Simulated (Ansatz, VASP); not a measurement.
# CuI (Marshite) in VASP and in Ansatz

INCAR

```
SYSTEM = CuI
ALGO = Normal
EDIFF = 1E-7
ENCUT = 520
GGA = PE
ISIF = 2
ISMEAR = -1
LASPH = .TRUE.
LCHARG = .FALSE.
LREAL = .FALSE.
LWAVE = .FALSE.
NBANDS = 16
NELM = 80
PREC = Accurate
SIGMA = 0.05
```

Contents of KPOINTS:

```
k-points
0
G
  8 8 8
  0 0 0
```

POSCAR

```
CuI
1.0
    0.0000000000      2.9696152886      2.9696152886
    2.9696152886      0.0000000000      2.9696152886
    2.9696152886      2.9696152886      0.0000000000
I Cu
1 1
Direct
    0.0000000000      0.0000000000      0.0000000000
    0.7500000000      0.7500000000      0.7500000000
```

File input.yaml:

```yaml
crystal:
  lattice:
    - [0.0, 2.9696152886, 2.9696152886]
    - [2.9696152886, 0.0, 2.9696152886]
    - [2.9696152886, 2.9696152886, 0.0]
  atoms:
    - { symbol: I, position: [0.0, 0.0, 0.0] }
    - { symbol: Cu, position: [0.75, 0.75, 0.75] }
hamiltonian:
  xc: pbe
  pseudopotentials: { kind: paw }
kpoints:
  mp_grid: { grid: [8, 8, 8] }
scf:
  occupations: { method: fermi_dirac, width: 0.05 }
output:
  forces: true
  stress: true
  eigenvalues: true
  write_density: true
  write_potential: true
  elf: true
  volumetric_format: npy
```

Change from the starting cell: volume scaled by 0.94.

Alike in both runs: task single point; functional PBE; k mesh 8 × 8 × 8; occupations fermi-dirac, width 0.05 eV; no spin polarisation.

|  | VASP | Ansatz |
| --- | --- | --- |
| version | VASP 6.6.1 | Ansatz 0.2.0 |
| potentials or method | VASP PAW PBE potentials, release 64 (I, Cu) | Ansatz PAW |
| plane-wave cutoff (eV) | 520 | 420 |
| valence electrons in the cell | 18 | 36 |

|  | VASP | Ansatz | Ansatz less VASP |
| --- | --- | --- | --- |
| gap on the k mesh at the Fermi level (eV) | 1.32 | 1.29 | -0.024 |
| least direct gap on the mesh (eV) | 1.32 | 1.29 | -0.024 |
| pressure (GPa) | 3.3 | 3.3 | -0.04 |

With one functional, cell and mesh, what is left measures potentials, basis and numerics. The two sets of potentials don't hold the same shells in valence.

Caveats: spin-orbit coupling is left out, which moves the levels of the heavy elements.
